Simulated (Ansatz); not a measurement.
# Transmission past a defect: Pt wire along [111], 6 atoms a period, F placed on top of one Pt

What does the defect do to the conductance?

Program: Ansatz 0.2.0. Level of theory: DFT PBE, plane waves, PAW; relaxation of a wire's period, in the first sound run; inputs show where later runs differ. Results are calculated unless marked as measured.

## 1. The structure

The cell holds 6 atoms: 6 Pt. Cell: a = 9.607 Å, b = 10.041 Å, c = 6.876 Å, α = 90.0°, β = 90.0°, γ = 90.0°. Vacuum lies along a and b. The structure's axis is c.

## 2. Relaxing the period

Band widths follow the bond lengths, so the wire is relaxed first. The atoms and the third cell vector are free; the box across stays fixed as vacuum. Moments are seeded so that a magnetic state can form if it lies lower. A Fermi-Dirac smearing is set since the result may be a metal. The pressure printed is a third of the stress's trace over the whole box, vacuum included; only the stress along the axis is relaxed.

input.yaml

```yaml
crystal:
  lattice:
    - [9.607, 0.0, 0.0]
    - [0.0, 10.041, 0.0]
    - [0.0, 0.0, 6.876241706]
  atoms:
    - { symbol: Pt, position: [0.353908608, 0.500024471, 0.0], spin: 0.48 }
    - { symbol: Pt, position: [0.646113659, 0.500024471, 0.0], spin: 0.48 }
    - { symbol: Pt, position: [0.500011134, 0.419318082, 0.333333333], spin: 0.48 }
    - { symbol: Pt, position: [0.646113659, 0.66143725, 0.333333333], spin: 0.48 }
    - { symbol: Pt, position: [0.500011134, 0.58073086, 0.666666667], spin: 0.48 }
    - { symbol: Pt, position: [0.646113659, 0.338611692, 0.666666667], spin: 0.48 }
magnetization:
  spin_polarized: true
kpoints:
  mp_grid: { grid: [1, 1, 12] }
scf:
  occupations: { method: fermi_dirac, width: 0.05 }
hamiltonian:
  xc: pbe
relax:
  cell: { fix: [a, b, alpha, beta, gamma] }
  max_steps: 60
```

Command:

```bash
ansatz run input.yaml --threads 8 --pin off --max-ram 16384MiB --backend cpu --events-out ev --progress --plain --runs-dir out
```

Numbers of over 12 decimals in the logs are rounded to 6 here.

Log:

```text
Engine: ansatz 0.2.0, aarch64-unknown-linux-gnu
Pseudopotentials: kind: paw
Pseudopotential: Pt, paw, valence charge 18, recommended cutoff 420 eV (normal), Pt.paw.azcp
Functional definition: PBE
  parameter kappa = 0.804
  parameter beta = 0.066725
  exchange = pbe_x(kappa = kappa, mu = beta*pi^2/3)
  correlation = pbe_c(beta = beta)
Crystal: 6 atoms, lattice volume = 663.309 Å³
Basis set: ecut = 420 eV, 12927 PW (Γ), exchange–correlation on 144×144×96 points (8 copies of the dense FFT grid, shifted against one another)
Bands: 67, of which v1, the nominal top of the filled ones, is band 54 counted from 1 (53 counted from 0)
Symmetry: 2 space group operations
Space group: P2 (ITA 3), of the structure as read, at distance tolerance 8.7e-5 Å
Magnetic group: BNS 3.1 (UNI 8), of the structure as read, at distance tolerance 8.7e-5 Å
k-points: 7 of 12
Non-local potential: Pt, projectors of the file, l = 0: 3, l = 1: 2, l = 2: 2, l = 3: 1
PAW form: soft (Blöchl's): semilocal exchange-correlation on the pseudo side does not see the compensation charge
PAW one-centre angular grid: Pt, 590 points (default); XC on 64 Gauss nodes
Initial density: superposition of atomic densities (neutral atoms: chi_scale 0, normalization atom)
Starting moments: Σ|m| = 2.88 μB on 6 of 6 sites
Initial wavefunctions: pseudopotential atomic-orbital guess
Functional: x = pbe(κ = 0.804, μ = 0.219515), c = pbe(β = 0.066725)
SCF iter   1: F=—  HF=-75124.910644 eV  |F-HF|=—  |Δ(HF+E_count)|=         —  Δρ=1.62e-2 (↑1.04e-2 ↓1.62e-2)  dr2=5.34e0  dr2_m=1.01e-1  M=2.547 μB ∫|m|=2.595 μB  β_m=0.30  ethr=3.10e-3  ⟨swp⟩=6.9  Hψ=3740  notcnv=0  defer=4
Mixer restart at iter 1: flushing history
preconditioner: auto → LDOS  [metal: Δε(μ)=0.025 eV  Ē_g=4.741 eV  σ=0.050 eV  W_gap=0.12  n_scr=84 (ndim 8)  ℏωp=11.2 eV  f_vac=0.684  D(μ)=11.51/eV (n_scr^D=62)]
spin=Collinear: LDOS preconditioning applied to the charge; magnetization (m = ρ↑ − ρ↓) channel mixes plain (no charge-response kernel on spin).
SCF iter   2: F=—  HF=-75124.134978 eV  |F-HF|=—  |Δ(HF+E_count)|=   7.76e-1  Δρ=9.80e-3 (↑5.18e-3 ↓9.80e-3)  dr2=1.14e0  dr2_m=6.12e-2  M=2.660 μB ∫|m|=2.717 μB  β_m=0.42  ethr=3.10e-3  ⟨swp⟩=2.3  Hψ=1649  notcnv=0  defer=40
SCF iter   3: F=—  HF=-75124.257382 eV  |F-HF|=—  |Δ(HF+E_count)|=   1.22e-1  Δρ=3.63e-3 (↑2.47e-3 ↓3.63e-3)  dr2=6.70e-2  dr2_m=2.42e-2  M=2.813 μB ∫|m|=2.905 μB  β_m=0.55  ethr=1.05e-3  ⟨swp⟩=2.0  Hψ=1491  notcnv=0  defer=40
SCF iter   4: F=—  HF=-75124.354850 eV  |F-HF|=—  |Δ(HF+E_count)|=         —  Δρ=1.92e-3 (↑1.62e-3 ↓1.92e-3)  dr2=5.68e-3  dr2_m=1.66e-2  M=3.130 μB ∫|m|=3.277 μB  β_m=0.55  ethr=6.20e-5  ⟨swp⟩=2.0  Hψ=1574  notcnv=0  defer=40
SCF iter   5: F=—  HF=-75124.368967 eV  |F-HF|=—  |Δ(HF+E_count)|=   1.41e-2  Δρ=1.10e-3 (↑1.07e-3 ↓1.10e-3)  dr2=8.74e-4  dr2_m=6.58e-3  M=3.207 μB ∫|m|=3.383 μB  β_m=0.78  ethr=5.26e-6  ⟨swp⟩=2.0  Hψ=1569  notcnv=0  defer=40
SCF iter   6: F=—  HF=-75124.376164 eV  |F-HF|=—  |Δ(HF+E_count)|=   7.20e-3  Δρ=3.11e-4 (↑2.63e-4 ↓3.11e-4)  dr2=3.90e-4  dr2_m=3.79e-4  M=3.331 μB ∫|m|=3.553 μB  β_m=0.89  ethr=8.09e-7  ⟨swp⟩=3.0  Hψ=2143  notcnv=0  defer=40
SCF iter   7: F=—  HF=-75124.376694 eV  |F-HF|=—  |Δ(HF+E_count)|=   5.31e-4  Δρ=8.46e-5 (↑6.07e-5 ↓8.46e-5)  dr2=6.55e-5  dr2_m=1.56e-5  M=3.358 μB ∫|m|=3.594 μB  β_m=0.90  ethr=3.61e-7  ⟨swp⟩=2.0  Hψ=1615  notcnv=0  defer=40
SCF iter   8: F=—  HF=-75124.376709 eV  |F-HF|=—  |Δ(HF+E_count)|=   1.49e-5  Δρ=3.79e-5 (↑2.42e-5 ↓3.79e-5)  dr2=2.07e-5  dr2_m=2.71e-6  M=3.362 μB ∫|m|=3.599 μB  β_m=0.85  ethr=6.07e-8  ⟨swp⟩=2.0  Hψ=1601  notcnv=0  defer=40
SCF iter   9: F=—  HF=-75124.376707 eV  |F-HF|=—  |Δ(HF+E_count)|=   1.96e-6  Δρ=1.05e-5 (↑9.78e-6 ↓1.05e-5)  dr2=1.70e-6  dr2_m=3.65e-7  M=3.362 μB ∫|m|=3.600 μB  β_m=0.83  ethr=1.92e-8  ⟨swp⟩=2.0  Hψ=1363  notcnv=0  defer=40
SCF iter  10: F=—  HF=-75124.376707 eV  |F-HF|=—  |Δ(HF+E_count)|=   1.86e-7  Δρ=6.23e-6 (↑5.09e-6 ↓6.23e-6)  dr2=4.51e-7  dr2_m=1.43e-7  M=3.361 μB ∫|m|=3.599 μB  β_m=0.83  ethr=1.58e-9  ⟨swp⟩=2.6  Hψ=1714  notcnv=0  defer=40
SCF iter  11: F=—  HF=-75124.376707 eV  |F-HF|=—  |Δ(HF+E_count)|=   8.12e-8  Δρ=4.91e-6 (↑1.91e-6 ↓4.91e-6)  dr2=1.15e-7  dr2_m=5.15e-8  M=3.361 μB ∫|m|=3.599 μB  β_m=0.81  ethr=4.17e-10  ⟨swp⟩=2.0  Hψ=1367  notcnv=0  defer=40
SCF iter  12: F=—  HF=-75124.376708 eV  |F-HF|=—  |Δ(HF+E_count)|=   5.33e-8  Δρ=2.25e-6 (↑1.04e-6 ↓2.25e-6)  dr2=3.06e-8  dr2_m=1.16e-8  M=3.361 μB ∫|m|=3.599 μB  β_m=0.80  ethr=1.07e-10  ⟨swp⟩=2.0  Hψ=1442  notcnv=0  defer=40
SCF iter  13: F=-75124.376708 eV  HF=-75124.376708 eV  |F-HF|=6.26e-9  |Δ(HF+E_count)|=   1.64e-8  Δρ=6.66e-7 (↑6.16e-7 ↓6.66e-7)  dr2=9.53e-9  dr2_m=1.02e-9  M=3.360 μB ∫|m|=3.599 μB  ethr=2.84e-11  ⟨swp⟩=2.0  Hψ=2969  notcnv=0
SCF 1 converged in 13 iterations: F = -75124.376708 eV  dr2 = 9.53e-9
  greatest PAW one-centre occupation: 1.000 electrons in one spin orbital (limit 2), on the Pt atom at site 4 (counted from 0), in its partial waves of l = 0
relax step   1: F+E_penalty+E_count = -75124.37670752 eV  Δ(F+E_penalty+E_count) = +0.000e0 eV  max|allowed force component| = 2.475e0 eV/Å  Δτ_max = 0.0000 Å  P = -3.274 GPa  Ω = 663.309 Å³  fix = [a, b, alpha, beta, gamma]  reactions: a -2.476, b -2.486 GPa; alpha +0.000 GPa/rad  (13 SCF iters, dr2 threshold 1.00e-7 eV, accepted)
Crystal: 6 atoms, lattice volume = 644.479 Å³
Basis set: ecut = 420 eV, 12591 PW (Γ), exchange–correlation on 144×144×96 points (8 copies of the dense FFT grid, shifted against one another)
Initial density: handed on by an earlier stage of this run
Starting moments: Σ|m| = 2.88 μB on 6 of 6 sites; this step starts from the density that it was given
Initial wavefunctions: those handed on with the density
iter 1 solved again at ethr=5.31e-4 eV; its pass at ethr=3.10e-3 eV (dr2=5.73e-1 eV) is discarded
SCF iter   1: F=—  HF=-75126.132757 eV  |F-HF|=—  |Δ(HF+E_count)|=         —  Δρ=1.14e-2 (↑9.42e-3 ↓1.14e-2)  dr2=5.78e-1  dr2_m=3.06e-1  M=1.718 μB ∫|m|=1.956 μB  β_m=0.30  ethr=5.31e-4  ⟨swp⟩=2.3  Hψ=4533  notcnv=0
preconditioner: auto → LDOS  [metal: Δε(μ)=0.013 eV  Ē_g=5.320 eV  σ=0.050 eV  W_gap=0.06  n_scr=84 (ndim 8)  ℏωp=11.3 eV  f_vac=0.713  D(μ)=12.85/eV (n_scr^D=70)]
spin=Collinear: LDOS preconditioning applied to the charge; magnetization (m = ρ↑ − ρ↓) channel mixes plain (no charge-response kernel on spin).
SCF iter   2: F=—  HF=-75126.079260 eV  |F-HF|=—  |Δ(HF+E_count)|=   5.35e-2  Δρ=7.85e-3 (↑6.23e-3 ↓7.85e-3)  dr2=2.24e-1  dr2_m=1.48e-1  M=1.754 μB ∫|m|=1.977 μB  β_m=0.56  ethr=5.31e-4  ⟨swp⟩=2.1  Hψ=1093  notcnv=0
[...]
relax step   4: F+E_penalty+E_count = -75126.47037370 eV  Δ(F+E_penalty+E_count) = -2.297e-2 eV  max|allowed force component| = 4.416e-2 eV/Å  Δτ_max = 0.0316 Å  P = +0.118 GPa  Ω = 607.995 Å³  energy of the carried Pulay correction = +3.357e-3 eV  fix = [a, b, alpha, beta, gamma]  reactions: a +0.041, b +0.027 GPa; alpha -0.002 GPa/rad  (8 SCF iters, dr2 threshold 6.00e-7 eV, accepted)
[...]
relax step   5: F+E_penalty+E_count = -75126.47303292 eV  Δ(F+E_penalty+E_count) = -2.659e-3 eV  max|allowed force component| = 2.741e-2 eV/Å  Δτ_max = 0.0031 Å  P = -0.010 GPa  Ω = 611.410 Å³  energy of the carried Pulay correction = +3.141e-3 eV  fix = [a, b, alpha, beta, gamma]  reactions: a -0.001, b -0.014 GPa; alpha -0.003 GPa/rad  (8 SCF iters, dr2 threshold 2.06e-7 eV, accepted)
[...]
relax step   6: F+E_penalty+E_count = -75126.47311549 eV  Δ(F+E_penalty+E_count) = -8.257e-5 eV  max|allowed force component| = 5.581e-3 eV/Å  Δτ_max = 0.0031 Å  P = +0.009 GPa  Ω = 611.418 Å³  energy of the carried Pulay correction = +3.141e-3 eV  fix = [a, b, alpha, beta, gamma]  reactions: a +0.019, b +0.007 GPa; alpha -0.003 GPa/rad  (7 SCF iters, dr2 threshold 4.69e-8 eV, accepted)
Basis set: ecut = 420 eV, 11985 PW (Γ), exchange–correlation on 144×144×90 points (8 copies of the dense FFT grid, shifted against one another)
Initial wavefunctions: pseudopotential atomic-orbital guess (no wavefunctions were taken with the density)
iter 1 solved again at ethr=1.31e-6 eV; its pass at ethr=3.10e-3 eV (dr2=1.41e-3 eV) is discarded
SCF iter   1: F=—  HF=-75126.467774 eV  |F-HF|=—  |Δ(HF+E_count)|=         —  Δρ=7.29e-5 (↑7.29e-5 ↓7.17e-5)  dr2=3.52e-5  dr2_m=1.24e-6  M=2.749 μB ∫|m|=2.879 μB  β_m=0.65  ethr=1.31e-6  ⟨swp⟩=3.4  Hψ=6349  notcnv=0
preconditioner: auto → LDOS  [metal: Δε(μ)=0.009 eV  Ē_g=5.379 eV  σ=0.050 eV  W_gap=0.05  n_scr=34 (ndim 8)  ℏωp=11.6 eV  f_vac=0.700  D(μ)=12.74/eV (n_scr^D=68)]
spin=Collinear: LDOS preconditioning applied to the charge; magnetization (m = ρ↑ − ρ↓) channel mixes plain (no charge-response kernel on spin).
SCF iter   2: F=—  HF=-75126.468009 eV  |F-HF|=—  |Δ(HF+E_count)|=   2.35e-4  Δρ=2.44e-5 (↑2.44e-5 ↓2.17e-5)  dr2=2.41e-6  dr2_m=7.87e-8  M=2.750 μB ∫|m|=2.880 μB  β_m=0.52  ethr=3.26e-8  ⟨swp⟩=2.7  Hψ=1796  notcnv=0
SCF iter   3: F=—  HF=-75126.468013 eV  |F-HF|=—  |Δ(HF+E_count)|=   3.83e-6  Δρ=9.91e-6 (↑9.91e-6 ↓9.12e-6)  dr2=6.82e-7  dr2_m=3.26e-8  M=2.751 μB ∫|m|=2.880 μB  β_m=0.59  ethr=2.23e-9  ⟨swp⟩=2.0  Hψ=1366  notcnv=0
SCF iter   4: F=—  HF=-75126.468014 eV  |F-HF|=—  |Δ(HF+E_count)|=   9.16e-7  Δρ=4.45e-6 (↑4.45e-6 ↓3.65e-6)  dr2=1.37e-7  dr2_m=4.95e-8  M=2.751 μB ∫|m|=2.881 μB  β_m=0.77  ethr=6.32e-10  ⟨swp⟩=2.1  Hψ=1256  notcnv=0
SCF iter   5: F=—  HF=-75126.468014 eV  |F-HF|=—  |Δ(HF+E_count)|=   1.13e-7  Δρ=2.60e-6 (↑2.60e-6 ↓2.30e-6)  dr2=6.04e-8  dr2_m=2.45e-8  M=2.752 μB ∫|m|=2.882 μB  β_m=0.89  ethr=1.27e-10  ⟨swp⟩=2.0  Hψ=1369  notcnv=0
SCF iter   6: F=—  HF=-75126.468014 eV  |F-HF|=—  |Δ(HF+E_count)|=   3.58e-8  Δρ=1.19e-6 (↑1.19e-6 ↓1.17e-6)  dr2=1.29e-8  dr2_m=5.66e-9  M=2.753 μB ∫|m|=2.882 μB  β_m=0.94  ethr=5.59e-11  ⟨swp⟩=2.0  Hψ=1474  notcnv=0
SCF iter   7: F=—  HF=-75126.468014 eV  |F-HF|=—  |Δ(HF+E_count)|=   1.92e-9  Δρ=4.89e-7 (↑3.63e-7 ↓4.89e-7)  dr2=1.55e-9  dr2_m=7.04e-10  M=2.753 μB ∫|m|=2.883 μB  β_m=0.97  ethr=1.20e-11  ⟨swp⟩=2.1  Hψ=1461  notcnv=0
SCF iter   8: F=—  HF=-75126.468014 eV  |F-HF|=—  |Δ(HF+E_count)|=  7.28e-10  Δρ=1.19e-7 (↑1.08e-7 ↓1.19e-7)  dr2=3.80e-10  dr2_m=2.91e-11  M=2.753 μB ∫|m|=2.883 μB  β_m=0.90  ethr=1.43e-12  ⟨swp⟩=2.6  Hψ=1893  notcnv=0
SCF iter   9: F=—  HF=-75126.468014 eV  |F-HF|=—  |Δ(HF+E_count)|=  2.91e-11  Δρ=6.64e-8 (↑6.64e-8 ↓5.71e-8)  dr2=1.48e-10  dr2_m=7.04e-12  M=2.753 μB ∫|m|=2.883 μB  β_m=0.76  ethr=1.00e-12  ⟨swp⟩=2.0  Hψ=1364  notcnv=0
SCF iter  10: F=-75126.468014 eV  HF=-75126.468014 eV  |F-HF|=0.00e0  |Δ(HF+E_count)|=    0.00e0  Δρ=2.30e-8 (↑2.30e-8 ↓1.80e-8)  dr2=1.66e-11  dr2_m=7.15e-13  M=2.753 μB ∫|m|=2.883 μB  ethr=1.00e-12  ⟨swp⟩=3.0  Hψ=3075  notcnv=0
SCF 7 converged in 10 iterations: F = -75126.468014 eV  dr2 = 1.66e-11
relax step   7: F+E_penalty+E_count = -75126.46801439 eV  Δ(F+E_penalty+E_count) = +5.101e-3 eV  max|allowed force component| = 4.970e-3 eV/Å  Δτ_max = 0.0000 Å  P = +0.013 GPa  Ω = 611.418 Å³  fix = [a, b, alpha, beta, gamma]  reactions: a +0.023, b +0.010 GPa; alpha -0.003 GPa/rad  stress off target by 6.58e-3 GPa on what of the cell is left free  SCF on the basis re-selected at this cell (its energy is not comparable with the rows above)  (10 SCF iters)
basis re-selected at this cell: Δ(F+E_penalty+E_count) = +5.101e-3 eV, ΔP = +0.004 GPa vs the last step (what re-selecting the basis moved, of the pressure what is left beyond the Pulay correction that the steps carried, after the strain that the cell walked since its last selection, with what the two solves' SCF thresholds leave and, on support functions, any second-order correction that the steps lacked; it is no measure of the basis error at this ecutwfc). The dense FFT grid was sized anew with the basis: this SCF ran on 72×72×45 points, the steps before it on 72×72×48, so part of this shift can come from that change (see relax.cell in the input reference). [rest of the remark cut]
SCF converged after 10 iterations
Magnetization: 2.7529 μB (55.3764 up, 52.6236 down)
Absolute magnetization: 2.8834 μB (∫|ρ↑−ρ↓|, with the PAW one-centre terms)
Spin contamination: 0.0553 ħ² per cell (⟨S²⟩ above its minimum at these occupations)
Per-site moments (μB) at R_I (Å): [(0.389986, 1.051293), (0.332385, 1.051293), (0.347960, 1.053329), (0.402329, 1.053329), (0.347960, 1.053329), (0.402329, 1.053329)]
Free energy (F): -75126.468014 eV
Harris-Foulkes:  -75126.468014 eV  (|F-HF|=0.00e0)
Internal energy: -75126.366088 eV  (E = F + TS)
E sigma→0 (E₀):  -75126.417051 eV
Entropy (-TS):   -0.101926 eV (-16.988 meV/atom)
Fermi energy:    -0.931698 eV
--- Per-component energies (eV) ---
  E_band       = -3272.857167
  E_kinetic    = 3825.482585
  E_local      = -42443.187708  (includes V_loc(G=0)·N_el)
  E_nonlocal   = 1211.122947
  E_hartree    = 18837.360325
  E_xc         = -1558.074180
  E_vxc        = -1798.524249  (∫ρ·V_xc dr)
  E_paw        = -56730.362540  (= ΣΔE_a)
  E_vpaw       = -1742.473086  (= ΣTr[D̂ρ^β])
  E_aug_tail   = 0.001235  (compensation charges beyond the density's cutoff)
  E_ewald      = 1731.291248
  E_smearing   = -0.101926  (= −TS)
  E_closure    = 0.000000  (closes the sum)
  Σ components = -75126.468014   (vs F -75126.468014, Δ=0.00e0)
--- Forces (eV/Å), atoms counted from 1 ---
  atom   1  Pt    -0.00266914     0.00000000     0.00000000
  atom   2  Pt    -0.00497225     0.00000000     0.00000000
  atom   3  Pt     0.00291546    -0.00029876     0.00097722
  atom   4  Pt     0.00089783     0.00485765     0.00079636
  atom   5  Pt     0.00291546     0.00029876    -0.00097722
  atom   6  Pt     0.00089783    -0.00485765    -0.00079636
  max |Σ_I F_I| component: 1.48e-5 eV/Å
--- Stress (GPa, compression-positive) ---
        0.022645      -0.000000      -0.000000
       -0.000000       0.010370       0.003351
       -0.000000       0.003351       0.006579
  P = ⅓ Tr σ = 0.0132 GPa (0.132 kbar)
--- Relaxed structure (6 steps of the walk, 6 accepted, 1 SCFs on fresh bases) ---
  F+E_penalty+E_count = -75126.46801439 eV   max|allowed force component| = 4.970e-3 eV/Å   (the final SCF, on the basis selected at the relaxed cell)
  cell:  # Å, volume = 611.4177 Å³
    - [9.607, 0, 0]
    - [0, 10.041, 0]
    - [0, 0, 6.338306]
  atoms:
    - { symbol: Pt, position: [0.370413, 0.500024471, 0] }
    - { symbol: Pt, position: [0.635697, 0.500024471, 0] }
    - { symbol: Pt, position: [0.505217, 0.427635, 0.333513] }
    - { symbol: Pt, position: [0.637863, 0.648013, 0.333004] }
    - { symbol: Pt, position: [0.505217, 0.572414, 0.666487] }
    - { symbol: Pt, position: [0.637863, 0.352036, 0.666996] }
```

Run time: 64 s. Hardware: 8 threads of Arm Neoverse V1, shared host; peak memory 2 GiB; 8.2 min of CPU time.

Relaxation path:

```tsv
step	energy less that of the first step (eV)	largest force component (eV/Å)	pressure (GPa)	volume (Å³)
1	0.0000	2.4745	-3.27	663.31
2	-1.7298	1.3021	0.11	644.48
3	-2.0707	0.5213	-0.38	612.14
4	-2.0937	0.0442	0.12	608.00
5	-2.0963	0.0274	-0.01	611.41
6	-2.0964	0.0056	0.01	611.42
7*	-2.0913	0.0050	0.01	611.42
```

Relaxation steps marked * repeat the geometry before them on a plane-wave basis chosen anew for their cell, so energy and pressure can jump there.

Forces are held to the 2 operations that the run works with; a distortion that breaks them can't arise in this run.

```tsv
cell as run	before	after	change
c (Å)	6.876	6.338	-7.8 %
```

The atoms that moved most (Å, along periodic axes as changes of fractional coordinates times the final cell, across vacuum about the mean position):

```tsv
atom	dx	dy	dz	length
Pt1	0.159	0.000	0.000	0.159
Pt6	-0.079	0.135	0.002	0.156
Pt4	-0.079	-0.135	-0.002	0.156
Pt2	-0.100	0.000	0.000	0.100
Pt5	0.050	-0.084	-0.001	0.097
Pt3	0.050	0.084	0.001	0.097
```

This step gave:

* energy at zero smearing: -75126.4171 eV
* total moment: 2.753 μB
* absolute moment: 2.883 μB
* cell length along the wire: 6.338 Å

Site moment by atom:

```tsv
atom	site moment (μB)
Pt1	0.390
Pt2	0.332
Pt3	0.348
Pt4	0.402
Pt5	0.348
Pt6	0.402
```

The cell's length comes to 6.338 Å with an absolute moment of 2.88 μB a cell.

[end of part 1 of 4]

[Logs are printed without paths, hosts, clocks, repeated set-up lines and the standing remarks that a program may print on its own settings, such as how far it seeks lower states.]

[Hosts, paths, dates, database ids (printed as entryN), source tags and the programs' standing remarks are cut or masked in the printed files.]
